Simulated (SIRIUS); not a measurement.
# Moving the functional in Cu

It takes space group Fm-3m (No. 225, cubic). Conventional cell: a = 3.615 Å, b = 3.615 Å, c = 3.615 Å, α = 90.00°, β = 90.00°, γ = 90.00°. Around Cu (site symmetry m-3m) lie 12 Cu at 2.56 Å.

Kept alike: task single point; k mesh 13 × 13 × 13; occupations fermi-dirac, width 0.05 eV; no spin polarisation. Program: SIRIUS, PseudoDojo 0.4.1 PBE standard (scalar relativistic), cutoff 1254 eV. The mesh is that of the run's cell of 1 atom. No spin-orbit coupling.

| functional | pressure (GPa) |
| --- | --- |
| AM05 | -8.00 |
| BLYP | 8.49 |
| LDA | -15.30 |
| LDA-PZ | -15.24 |
| PBE | 1.46 |
| PBEsol | -7.35 |
| PW91 | 0.95 |
| RGE2 | -3.51 |
| RPBE | 7.26 |
| SOGGA11 | 4.90 |
| revPBE | 5.70 |

Pressure is positive in compression; the values hold the error of the finite cutoff, so their zero can differ a little from the energy's minimum. For a metal such a mesh leaves the last digits unconverged. All rows use potentials made for PBE.

What does the functional change here?

The pressure runs from -15.30 (LDA) to 8.49 GPa (BLYP). From PBE: AM05 -9.46; BLYP +7.03; LDA -16.76; LDA-PZ -16.70; PBEsol -8.81; PW91 -0.51; RGE2 -4.97; RPBE +5.80; SOGGA11 +3.44; revPBE +4.24. A positive pressure means that the functional's own cell is larger than the one given, a negative one that it is smaller.

At this fixed cell, which is close to the measured one for copper, the local functionals want a clearly smaller lattice, while RPBE and BLYP want a larger one. PBE and PW91 lie nearest to zero pressure. This is the familiar overbinding of LDA and its correction by density gradients. Stretching the metal makes the density between the atoms less uniform, and a exchange energy that gains more from such gradients favours expansion. PBEsol weakens this gain relative to PBE, whereas revPBE and RPBE strengthen it, and their pressures follow suit. BLYP and SOGGA11 don't fit on that single scale, since their correlation parts differ as well; for BLYP, the failure of LYP to recover the uniform electron gas probably adds to the expansion.

The spread thus reflects how each functional treats the inhomogeneous density, not a change in the bonding of copper. Turning the pressures into equilibrium lattice constants would also require each functional's compressibility, so equal pressure differences need not mean equal changes in length.
